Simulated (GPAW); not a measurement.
Crystal: CuI (Marshite).

```xyz
2
Lattice="0.0000 3.0315 3.0315 3.0315 0.0000 3.0315 3.0315 3.0315 0.0000" Properties=species:S:1:pos:R:3 pbc="T T T"
I     0.0000    0.0000    0.0000
Cu    4.5473    4.5473    4.5473
```

* Program: GPAW 26.7.0
* Task: relaxation of cell and atoms
* Functional: PBEsol
* Dispersion: D3(BJ)+ATM
* Potentials or basis: PAW data sets generated in the run's folder for this functional
* Cutoff: 600 eV
* Basis: pw
* k mesh: 8 × 8 × 8
* Occupations: fermi-dirac, width 0.05 eV
* Spin: no spin polarisation

At the start: pressure -3.5 GPa; volume 27.86 Å³/atom.

**Question.** How do energy, volume and symmetry change on relaxing?

**Answer.** Over 4 steps the energy falls by 24.8 meV/atom and the volume is 25.75 Å³/atom (-7.6 %); space group F-43m (No. 216, to 0.05 Å).

Step by step:
| step | energy change (eV) | largest force (eV/Å) | pressure (GPa) | volume (Å³) |
| --- | --- | --- | --- | --- |
| 1 | 0.0000 | 0.0000 | -3.54 | 55.72 |
| 2 | -0.0148 | 0.0000 | -3.06 | 54.99 |
| 3 | -0.0486 | 0.0000 | 0.54 | 50.95 |
| 4 | -0.0496 | 0.0000 | -0.06 | 51.50 |

Final structure:
```xyz
2
Lattice="0.0000 2.9530 2.9530 2.9530 0.0000 2.9530 2.9530 2.9530 0.0000" Properties=species:S:1:pos:R:3 pbc="T T T"
I     0.0000    0.0000    0.0000
Cu    4.4296    4.4296    4.4296
```

Caveat: with this Cu data set, volumes or pressures lay over 1.5 % or 2 GPa off other programs in two to four cells of ten; later steps reuse the first step's grids.
